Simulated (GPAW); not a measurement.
# MoS2: G0W0 on several meshes in GPAW

Aim: the GW shift of MoS2 against the k mesh.

Method: PBE and many-body steps on it, plane waves, in GPAW 26.7.0.

Most raw output is cut from this account.

The database entry behind the starting cell differs from later determinations by our own check (about 0.3 % long), so it need not match the best structure at ambient conditions.

## (1) Starting point

The cell holds 3 atoms: 1 Mo and 2 S. Cell: a = 3.169 Å, b = 3.169 Å, c = 14.100 Å, α = 90.0°, β = 90.0°, γ = 120.0°. It derives from MoS2. Vacuum lies along c.

Coordinates:

```cif
data_structure
_symmetry_space_group_name_H-M 'P 1'
_symmetry_Int_Tables_number 1
_cell_length_a 3.1690
_cell_length_b 3.1690
_cell_length_c 14.1000
_cell_angle_alpha 90.000
_cell_angle_beta 90.000
_cell_angle_gamma 120.000
_cell_volume 122.63
loop_
_atom_site_label
_atom_site_type_symbol
_atom_site_fract_x
_atom_site_fract_y
_atom_site_fract_z
_atom_site_occupancy
Mo1 Mo 0.66667 0.33333 0.50000 1
S2 S 0.33333 0.66667 0.38900 1
S3 S 0.33333 0.66667 0.61100 1
```

## (2) Empty states on the mesh, 12×12×1 mesh, 209 bands

This step: GPAW 26.7.0; DFT, PBE, plane waves, PAW.

The sums over transitions need many empty states on a uniform mesh; this step solves for them.

The input, run.py:

```python
import json
import numpy as np
from gpaw.mpi import world
from gpaw import GPAW

calc = GPAW('gs.gpw').fixed_density(kpts={'size': (12, 12, 1), 'gamma': True},
    parallel={'domain': 1, 'band': 1},
    txt='nscf.txt')
calc.diagonalize_full_hamiltonian(nbands=209)
calc.write('full.gpw', mode='all')
res = {}
kpts = calc.get_ibz_k_points()
res['kpts'] = kpts
res['eigenvalues'] = [calc.get_eigenvalues(kpt=k) for k in range(len(kpts))]
res['n_electrons'] = calc.get_number_of_electrons()

if world.rank == 0:
    with open('result.json', 'w') as f:
        json.dump(res, f, default=lambda x: x.tolist())
```

Command:

```sh
$ mpirun -n 4 gpaw python run.py
```

The job ended after 81 s (4 MPI ranks of Arm Neoverse V2, shared host; peak memory 3.1 GiB; 5.4 min of CPU time).

This step gave:

```yaml
gap: 1.709 eV
k_of_the_valence_top: 0.3333, 0.3333, 0
k_of_the_conduction_bottom: 0.3333, 0.3333, 0
least_direct_gap: 1.709 eV
k_points_computed: 19
lowest_point_of_the_top_converged_band_above_the_valence_top: 76.2678 eV
```

On this mesh the gap is 1.709 eV.

## (3) 12×12×1

Now the one-shot GW correction: screening in the RPA, then the self-energy of the levels asked for.

This step: G0W0 on PBE, plane waves, PAW.

The input, run.py:

```python
import json
import numpy as np
from gpaw.mpi import world
from gpaw.response.g0w0 import G0W0

gw = G0W0('full.gpw',
    filename='gw',
    kpts=[0, 9],
    bands=(11, 15),
    ecut=48,
    nbands=92,
    truncation='2D',
    integrate_gamma='sphere',
    q0_correction=True,
    frequencies={'type': 'nonlinear', 'domega0': 0.15, 'omega2': 15.0},
    eta=0.1,
    nblocksmax=True)
gw.calculate()
res = {mode: {k: v for k, v in r.items() if k != 'sigma_eskwn'}
       for mode, r in gw.all_results.items()}

if world.rank == 0:
    with open('result.json', 'w') as f:
        json.dump(res, f, default=lambda x: x.tolist())
```

Command:

```sh
$ mpirun -n 4 gpaw python run.py
```

Wall time 2.4 min (4 MPI ranks); peak memory 2.2 GiB; 9.4 min of CPU time.

Numbers from this step:

```
G0W0 gap on the points computed              : 2.645 eV
least direct G0W0 gap on the computed points : 2.645 eV
Z at the valence top                         : 0.7348
Z at the conduction bottom                   : 0.7321
starting gap on the mesh                     : 1.709 eV
k of the valence top                         : 0.3333, 0.3333, 0
k of the conduction bottom                   : 0.3333, 0.3333, 0
```

The gap on the mesh goes from 1.71 eV to 2.64 eV, a correction of +0.94 eV.

## (4) Empty states on the mesh, 9×9×1 mesh, 102 bands

This step: DFT, PBE, plane waves, PAW.

The input, run.py:

```python
import json
import numpy as np
from gpaw.mpi import world
from gpaw import GPAW

calc = GPAW('gs.gpw').fixed_density(kpts={'size': (9, 9, 1), 'gamma': True},
    nbands=119,
    convergence={'bands': 102},
    update_fermi_level=True,
    txt='nscf.txt')
calc.write('full.gpw', mode='all')
res = {}
kpts = calc.get_ibz_k_points()
res['kpts'] = kpts
res['eigenvalues'] = [calc.get_eigenvalues(kpt=k) for k in range(len(kpts))]
res['n_electrons'] = calc.get_number_of_electrons()

if world.rank == 0:
    with open('result.json', 'w') as f:
        json.dump(res, f, default=lambda x: x.tolist())
```

Command:

```sh
$ mpirun -n 4 gpaw python run.py
```

Wall time 20 s (4 MPI ranks); peak memory 0.83 GiB.

Numbers from this step:

```
gap                                                           : 1.709 eV
k of the valence top                                          : 0.3333, 0.3333, 0
k of the conduction bottom                                    : 0.3333, 0.3333, 0
least direct gap                                              : 1.709 eV
k points computed                                             : 12
lowest point of the top converged band, above the valence top : 44.66 eV
```

On this mesh the gap is 1.709 eV.

## (5) 9×9×1

This step: G0W0 on PBE, plane waves, PAW.

The input, run.py:

```python
import json
import numpy as np
from gpaw.mpi import world
from gpaw.response.g0w0 import G0W0

gw = G0W0('full.gpw',
    filename='gw',
    kpts=[0, 6],
    bands=(11, 15),
    ecut=48,
    nbands=92,
    truncation='2D',
    integrate_gamma='sphere',
    q0_correction=True,
    frequencies={'type': 'nonlinear', 'domega0': 0.15, 'omega2': 15.0},
    eta=0.1,
    nblocksmax=True)
gw.calculate()
res = {mode: {k: v for k, v in r.items() if k != 'sigma_eskwn'}
       for mode, r in gw.all_results.items()}

if world.rank == 0:
    with open('result.json', 'w') as f:
        json.dump(res, f, default=lambda x: x.tolist())
```

Command:

```sh
$ mpirun -n 4 gpaw python run.py
```

The job ended after 57 s (4 MPI ranks; peak memory 1.6 GiB).

Numbers from this step:

- G0W0 gap on the points computed: 2.683 eV
- least direct G0W0 gap on the computed points: 2.683 eV
- Z at the valence top: 0.7335
- Z at the conduction bottom: 0.7318
- starting gap on the mesh: 1.709 eV
- k of the valence top: 0.3333, 0.3333, 0
- k of the conduction bottom: 0.3333, 0.3333, 0

Against G0W0 in GPAW (12×12×1 mesh, 92 bands, screening to 48 eV, full frequency, Hilbert transform), the gap moves by +0.038 eV.

## (6) The runs together

Times are wall times on 4 MPI ranks of Arm Neoverse V2, shared host, good to a factor of about two.

| run | mesh | bands | screening cutoff (eV) | DFT gap (eV) | gap on the mesh (eV) | direct (eV) | time |
| --- | --- | --- | --- | --- | --- | --- | --- |
| 12×12×1 | 12×12×1 | 92 | 48 | 1.709 | 2.645 | 2.645 | 2.4 min |
| 9×9×1 | 9×9×1 | 92 | 48 | 1.709 | 2.683 | 2.683 | 57 s |

## (7) What came out

```json
{
  "12×12×1": "2.645 eV",
  "9×9×1": "2.683 eV",
  "known limits": "not at the basis limit; no spin-orbit coupling"
}
```

9×9×1: +0.038 eV against 12×12×1. Bands and cutoff are finite, so the gap is not at the basis limit. The miss can reach some tenths of an eV and take either sign; the mesh is an error of its own. These stock PAW sets were not made for GW. In the G0W0 runs levels were corrected at 2 k points alone, so a gap called «on the mesh» is the least over those, and an edge elsewhere would be missed. The many-body steps are scalar-relativistic: spin-orbit coupling is not in them.

[Paths, hosts, dates, memory and timing lines, banners, echoed tables and standing remarks are left out of the program output.]

[Logs are printed without paths, hosts, clocks, repeated set-up lines and the standing remarks that a program may print on its own settings, such as how far it seeks lower states.]

[Runs of the session that timed out or met a known fault of the program may be left out.]

[Hosts, paths, dates, database ids (printed as entryN), source tags and the programs' standing remarks are cut or masked in the printed files.]
